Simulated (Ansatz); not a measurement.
A (100) slab of HfO2 (Fm-3m (No. 225)), 9 planes, outer planes Hf (top) and Hf (bottom), with 13 atoms (Hf5O8) in a surface cell of A = 12.793 Å², as cut from the bulk:

```
CELL_PARAMETERS angstrom
3.57677 0.00000 0.00000
0.00000 3.57677 0.00000
0.00000 0.00000 25.11664
ATOMIC_POSITIONS crystal
Hf 0.50000 0.50000 0.29861
O 0.00000 0.50000 0.34896
O 0.50000 0.00000 0.34896
Hf 0.00000 0.00000 0.39930
O 0.50000 0.00000 0.44965
O 0.00000 0.50000 0.44965
Hf 0.50000 0.50000 0.50000
O 0.00000 0.50000 0.55035
O 0.50000 0.00000 0.55035
Hf 0.00000 0.00000 0.60070
O 0.50000 0.00000 0.65104
O 0.00000 0.50000 0.65104
Hf 0.50000 0.50000 0.70139
```

Level of theory: DFT r2SCAN, scalar-relativistic, plane waves, PAW (Ansatz 0.2.0). Plane waves to 500 eV, a k mesh through Γ of 8×8×1 on the computed 13-atom cell and Gaussian smearing (0.05 eV); no spin polarisation. The cell repeats along c with a dipole correction in the vacuum.

The relaxed slab holds 4 formula units of HfO2 and 1 further Hf. Against those formula units in the bulk and the further Hf in its standard state it lies 4.484 eV higher. The formation energy of HfO2 from the standard states is -11.163 eV a formula unit (uncorrected, no zero-point or thermal terms).

(1) Over what range can the chemical potential of Hf vary, and what is the surface energy at both ends?

(2) How does its energy depend on growth conditions?

Answers

(1) In contact with the bulk, μ(Hf) + 2μ(O) is fixed. With Δμ counted from the standard states, Δμ(Hf) ≤ 0 keeps elemental Hf from forming, and Δμ(O) ≤ 0 requires Δμ(Hf) ≥ ΔH = -11.163 eV. Other compounds of Hf and O can narrow this range. Then γ, the mean of both faces, = [4.484 eV − 1.00·Δμ(Hf)]/(2A). At the Hf-rich end (Δμ = 0): 4.484/(2 × 12.793) × 16.02 = 2.81 J/m². At the Hf-poor end: (4.484 + 11.163)/(2 × 12.793) × 16.02 = 9.80 J/m².

(2) It carries an excess of Hf, so its energy falls by 0.63 J/m² for each eV that μ(Hf) rises: Hf-rich conditions lower it; whether it appears depends on the other terminations.

The reference crystal is the fluorite-type form of HfO2, which isn't its usual structure.